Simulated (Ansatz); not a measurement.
# AlN in Ansatz: the effect of dispersion

AlN:

```
CELL_PARAMETERS angstrom
0.00000 2.03452 2.03452
2.03452 0.00000 2.03452
2.03452 2.03452 0.00000
ATOMIC_POSITIONS crystal
Al 0.50000 0.50000 0.50000
N 0.00000 0.00000 0.00000
```

Measurements of this composition are mostly on another form, of space group No. 186.

Alike in all runs:

| Item | Value |
| --- | --- |
| Program | Ansatz 0.2.0 |
| Task | relaxation of cell and atoms |
| Functional | revPBE |
| Potentials or basis | Ansatz PAW |
| Cutoff | 420 eV (not typed: the program's choice for these potentials) |
| k mesh | 11 × 11 × 11 |
| Occupations | fermi-dirac, width 0.05 eV |
| Spin | no spin polarisation |

Each run relaxes the cell or the atoms first.

Problem. One run gave: gap on the mesh 4.53 eV; relaxed volume 8.55 Å³/atom. Which dispersion did it use?
A. none
B. D3(BJ)
C. D4

Solution. A.

| dispersion | gap on the mesh (eV) | relaxed volume (Å³/atom) |
| --- | --- | --- |
| none | 4.53 | 8.55 |
| D3(BJ) | 5.03 | 8.12 |
| D4 | 5.07 | 8.09 |

Caveats: odd divisions of the mesh miss points on the zone boundary, where band edges often lie, so the gap on the mesh can be too wide; the plane-wave basis is chosen anew once the cell has moved, so the energies of steps on either side of that aren't comparable; the PAW data sets come from PBE, with cores solved anew for the run's functional, which leaves a small shift of forces and pressure.

A k mesh can miss the band edges.

A gap of «none» marks a metal or a gap under the smearing width.

Runs at the PBE level aren't shown here.
